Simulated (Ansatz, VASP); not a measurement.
## SrTiO3 in VASP and in Ansatz

```
Sr Ti O
1.0
     3.93640    0.00000    0.00000
     0.00000    3.93640    0.00000
     0.00000    0.00000    3.93640
Sr Ti O
1 1 3
Direct
  0.00000 0.00000 0.00000
  0.50000 0.50000 0.50000
  0.00000 0.50000 0.50000
  0.50000 0.00000 0.50000
  0.50000 0.50000 0.00000
```

Alike in both runs: functional PBE; k mesh 8 × 8 × 8; occupations gaussian, width 0.02 eV; no spin polarisation.

Ansatz relaxed the structure, and its values are those at the end. VASP's run is a single point on that final structure, the one shown.

|  | VASP | Ansatz |
| --- | --- | --- |
| version | VASP 6.6.1 | Ansatz 0.2.0 |
| potentials or method | VASP PAW PBE potentials, release 64 (Sr_sv, Ti_sv, O) | scalar-relativistic, plane waves, PAW |
| plane-wave cutoff (eV) | 520 | 420 |
| valence electrons in the cell | 40 | 40 |

VASP gave:

```
gap on the k mesh at the Fermi level (eV) : 1.81
least direct gap on the mesh (eV)         : 2.18
pressure (GPa)                            : 0.7
```

Question: Which values does Ansatz return?

Answer: gap on the k mesh at the Fermi level (eV): 1.84; least direct gap on the mesh (eV): 2.20; pressure (GPa): 0.0.

A k mesh can miss the band edges. A hybrid or GW would open this gap; PBE tends to underestimate it.
